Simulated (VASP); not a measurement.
# Settings for AlN: self-consistent run

AlN, P3m1 (no. 156), 4 atoms in the cell. PBE; PAW potentials Al, N (PBE set). VASP 6.6.1. The cell is changed on purpose: last atom moved by 0.08 Å along z, cell strained by +1.0% along z.

Wanted: energy within 0.5 meV/atom; forces within 0.003 eV/Å; stress within 0.05 GPa; levels at the zone centre within 0.003 eV.

What the run is for: all; Accuracy asked: tight.

Levels at the zone centre: counted from the valence top at that point.

POSCAR:
```
AlN
1.0
    3.1130000000      0.0000000000      0.0000000000
   -1.5565000000      2.6959370820      0.0000000000
    0.0000000000      0.0000000000      5.0308100000
Al N
2 2
Direct
    0.6666666700      0.3333333300      0.5000000000
    0.3333333300      0.6666666700      0.0000000000
    0.6666666700      0.3333333300      0.8800000000
    0.3333333300      0.6666666700      0.3960610300
```

The series start from Plane-wave cutoff (eV): 520; k-point mesh: 8 × 8 × 5; Precision mode (PREC): Accurate; Electronic threshold (eV): 1e-6; Bands in all (NBANDS): 20; Aspherical gradient terms in the spheres (LASPH): yes; Electronic algorithm: ALGO=Normal; Use of symmetry (ISYM): defaults; Density mixing: defaults. Each series keeps the choices made before it, and each single choice may use up half of a tolerance.

## Plane-wave cutoff (eV)

| Plane-wave cutoff (eV) | Energy less reference (meV/atom) | Forces, largest deviation (eV/Å) | Stress, largest deviation (GPa) | Levels at the zone centre, largest deviation (eV) | SCF iterations | Time (s) |
|---|---|---|---|---|---|---|
| 320 | 11.94 | 0.0543 | 15.124 | 0.0451 | 13 | 8.9 |
| 400 | 2.81 | 0.0141 | 3.521 | 0.0153 | 13 | 12 |
| 460 | 1.47 | 0.0021 | 0.598 | 0.0031 | 13 | 16 |
| 520 | 2.95 | 0.0010 | 0.081 | 0.0027 | 13 | 17 |
| 600 | 2.20 | 0.0006 | 0.202 | 0.0026 | 13 | 23 |
| 700 | 0.66 | 0.0003 | 0.191 | 0.0011 | 13 | 27 |
| 840 (reference) | 0.00 | 0.0000 | 0.000 | 0.0000 | 13 | 31 |

Chosen: 840; the next looser run is off by more than half of the tolerance, so convergence isn't shown beyond this value.

## k-point mesh

| k-point mesh | Energy less reference (meV/atom) | Forces, largest deviation (eV/Å) | Stress, largest deviation (GPa) | Levels at the zone centre, largest deviation (eV) | SCF iterations | Time (s) |
|---|---|---|---|---|---|---|
| 3 × 3 × 2 | 45.66 | 0.0808 | 1.135 | 0.0184 | 13 | 7.7 |
| 4 × 4 × 2 | 7.80 | 0.0178 | 0.299 | 0.0040 | 13 | 9.1 |
| 4 × 4 × 3 | 8.09 | 0.0189 | 0.239 | 0.0046 | 13 | 9.6 |
| 5 × 5 × 3 | 1.97 | 0.0042 | 0.058 | 0.0015 | 13 | 12 |
| 7 × 7 × 4 | 0.08 | 0.0003 | 0.009 | 0.0001 | 13 | 23 |
| 8 × 8 × 5 | 0.02 | 0.0001 | 0.001 | 0.0001 | 13 | 31 |
| 10 × 10 × 6 | 0.00 | 0.0000 | 0.000 | 0.0000 | 13 | 55 |
| 13 × 13 × 7 | 0.00 | 0.0000 | 0.000 | 0.0000 | 13 | 105 |
| 16 × 16 × 9 (reference) | 0.00 | 0.0000 | 0.000 | 0.0000 | 13 | 166 |

Chosen: 7 × 7 × 4, the loosest value from which every tighter one stays within half of the tolerance.

## Precision mode (PREC)

| Precision mode (PREC) | Energy less reference (meV/atom) | Forces, largest deviation (eV/Å) | Stress, largest deviation (GPa) | Levels at the zone centre, largest deviation (eV) | SCF iterations | Time (s) |
|---|---|---|---|---|---|---|
| Low | -0.02 | 0.0028 | 0.016 | 0.0001 | 13 | 13 |
| SingleN | -0.02 | 0.0028 | 0.016 | 0.0001 | 13 | 15 |
| Normal | 0.00 | 0.0001 | 0.001 | 0.0000 | 13 | 17 |
| Accurate (reference) | 0.00 | 0.0000 | 0.000 | 0.0000 | 13 | 23 |

Chosen: Normal.

## Electronic threshold (eV)

| Electronic threshold (eV) | Energy less reference (meV/atom) | Forces, largest deviation (eV/Å) | Stress, largest deviation (GPa) | Levels at the zone centre, largest deviation (eV) | SCF iterations | Time (s) |
|---|---|---|---|---|---|---|
| 0.001 | -0.03 | 0.0052 | 0.737 | 0.0107 | 10 | 13 |
| 0.0001 | 0.00 | 0.0004 | 0.056 | 0.0010 | 12 | 14 |
| 1e-5 | 0.00 | 0.0002 | 0.049 | 0.0010 | 12 | 15 |
| 1e-6 | 0.00 | 0.0005 | 0.008 | 0.0001 | 13 | 17 |
| 1e-7 | 0.00 | 0.0001 | 0.003 | 0.0000 | 14 | 16 |
| 1e-8 (reference) | 0.00 | 0.0000 | 0.000 | 0.0000 | 15 | 16 |

Chosen: 1e-6.

## Bands in all (NBANDS)

| Bands in all (NBANDS) | Energy less reference (meV/atom) | Forces, largest deviation (eV/Å) | Stress, largest deviation (GPa) | Levels at the zone centre, largest deviation (eV) | SCF iterations | Time (s) |
|---|---|---|---|---|---|---|
| 9 | 0.00 | 0.0002 | 0.018 | 0.0005 | 13 | 8.0 |
| 10 | 0.00 | 0.0002 | 0.024 | 0.0005 | 13 | 8.6 |
| 12 | 0.00 | 0.0005 | 0.005 | 0.0003 | 13 | 9.7 |
| 14 | 0.00 | 0.0001 | 0.006 | 0.0001 | 14 | 12 |
| 20 | 0.00 | 0.0003 | 0.009 | 0.0001 | 13 | 17 |
| 32 (reference) | 0.00 | 0.0000 | 0.000 | 0.0000 | 13 | 22 |

Chosen: 9.

## Aspherical gradient terms in the spheres (LASPH)

| Aspherical gradient terms in the spheres (LASPH) | Energy less reference (meV/atom) | Forces, largest deviation (eV/Å) | Stress, largest deviation (GPa) | Levels at the zone centre, largest deviation (eV) | SCF iterations | Time (s) |
|---|---|---|---|---|---|---|
| no | 0.01 | 0.0020 | 0.004 | 0.0007 | 13 | 7.2 |
| yes (reference) | 0.00 | 0.0000 | 0.000 | 0.0000 | 13 | 8.0 |

Chosen: yes; the one before it in the list is off by more than half of the tolerance.

## Electronic algorithm

| Electronic algorithm | Energy less reference (meV/atom) | Forces, largest deviation (eV/Å) | Stress, largest deviation (GPa) | Levels at the zone centre, largest deviation (eV) | SCF iterations | Time (s) |
|---|---|---|---|---|---|---|
| ALGO=Normal | 0.00 | 0.0000 | 0.000 | 0.0000 | 13 | 8.0 |
| ALGO=Fast | 0.00 | 0.0002 | 0.056 | 0.0009 | 21 | 12 |
| ALGO=VeryFast | 0.00 | 0.0005 | 0.035 | 0.0001 | 21 | 11 |
| ALGO=All ISEARCH=1 | 0.00 | 0.0039 | 0.024 | 0.0004 | 16 | 10 |
| ALGO=All ISEARCH=0 | 0.00 | 0.0011 | 0.015 | 0.0003 | 16 | 9.6 |
| ALGO=Damped TIME=0.4 | 0.00 | 0.0004 | 0.013 | 0.0004 | 26 | 12 |
| ALGO=Damped TIME=0.1 | 0.00 | 0.0003 | 0.014 | 0.0004 | 53 | 21 |
| ALGO=Old Fast | 0.00 | 0.0002 | 0.010 | 0.0003 | 14 | 8.6 |

Chosen: ALGO=Normal; no other choice that stays within half of the tolerance saves 30 % of the time.

## Use of symmetry (ISYM)

| Use of symmetry (ISYM) | Energy less reference (meV/atom) | Forces, largest deviation (eV/Å) | Stress, largest deviation (GPa) | Levels at the zone centre, largest deviation (eV) | SCF iterations | Time (s) |
|---|---|---|---|---|---|---|
| defaults | 0.00 | 0.0000 | 0.000 | 0.0000 | 13 | 8.0 |
| ISYM=1 | 0.00 | 0.0000 | 0.000 | 0.0000 | 13 | 7.8 |
| ISYM=0 | 0.00 | 0.0001 | 0.010 | 0.0003 | 14 | 22 |
| ISYM=-1 | 0.00 | 0.0001 | 0.010 | 0.0003 | 14 | 42 |

Chosen: defaults.

## Density mixing

| Density mixing | Energy less reference (meV/atom) | Forces, largest deviation (eV/Å) | Stress, largest deviation (GPa) | Levels at the zone centre, largest deviation (eV) | SCF iterations | Time (s) |
|---|---|---|---|---|---|---|
| defaults | 0.00 | 0.0000 | 0.000 | 0.0000 | 13 | 8.0 |
| MIXPRE=0 | 0.00 | 0.0003 | 0.009 | 0.0001 | 13 | 7.8 |
| AMIX=0.1 | 0.00 | 0.0008 | 0.043 | 0.0004 | 16 | 9.3 |
| AMIX=0.8 | 0.00 | 0.0002 | 0.009 | 0.0004 | 15 | 8.7 |
| MAXMIX=-10 | 0.00 | 0.0000 | 0.000 | 0.0000 | 13 | 8.1 |
| BMIX=0.5 | 0.00 | 0.0005 | 0.010 | 0.0001 | 12 | 7.4 |
| AMIX=0.4 AMIN=0.6 IMIX=2 | 0.00 | 0.0002 | 0.052 | 0.0009 | 33 | 18 |

Chosen: defaults.

## All choices together

| Input | Energy less reference (meV/atom) | Forces, largest deviation (eV/Å) | Stress, largest deviation (GPa) | Levels at the zone centre, largest deviation (eV) | Time (s) |
|---|---|---|---|---|---|
| the program's defaults (naive) | 4.10 | 0.0095 | 3.685 | 0.0181 | 2.5 |
| chosen settings | 0.08 | 0.0002 | 0.022 | 0.0006 | 8.0 |
| reference settings throughout | 0.00 | 0.0000 | 0.000 | 0.0000 | 333 |

The chosen settings stay within the tolerance of the reference run, but the reference itself isn't shown to be converged in: Plane-wave cutoff (eV).

Values of the reference run: Stress: 4.117, 0, 0, 0, 4.117, 0, 0, 0, -2.487 GPa; Levels at the zone centre: -0.3043, 0, 4.021 eV from the valence top at Gamma.

## The input

INCAR:
```
  ALGO = Normal
  EDIFF = 1E-6
  EFERMI = MIDGAP
  ENCUT = 840
  GGA = PE
  GGA_COMPAT = F
  ISIF = 2
  ISMEAR = 0
  LASPH = T
  LCHARG = F
  LREAL = F
  LWAVE = F
  NBANDS = 9
  NELM = 120
  PREC = Normal
  SIGMA = 0.03
```

KPOINTS:
```
Automatic mesh
0
Gamma
  7 7 4
  0 0 0
```

Commands:
```
cat potpaw_PBE.64/Al/POTCAR potpaw_PBE.64/N/POTCAR > POTCAR
mpirun -np 1 vasp_std > vasp.out
```

The chosen input took VASP 6.6.1 8.0 s on 1 core (AMD EPYC 9R14 (Zen 4)), a shared host.

## An input that fails: damping step far too long

The electronic loop stops at its limit of 59 steps.

Changes against the starting input:
```
- ALGO = Normal
- NELM = 120
+ ALGO = Damped
+ NELM = 59
+ TIME = 2.0
```
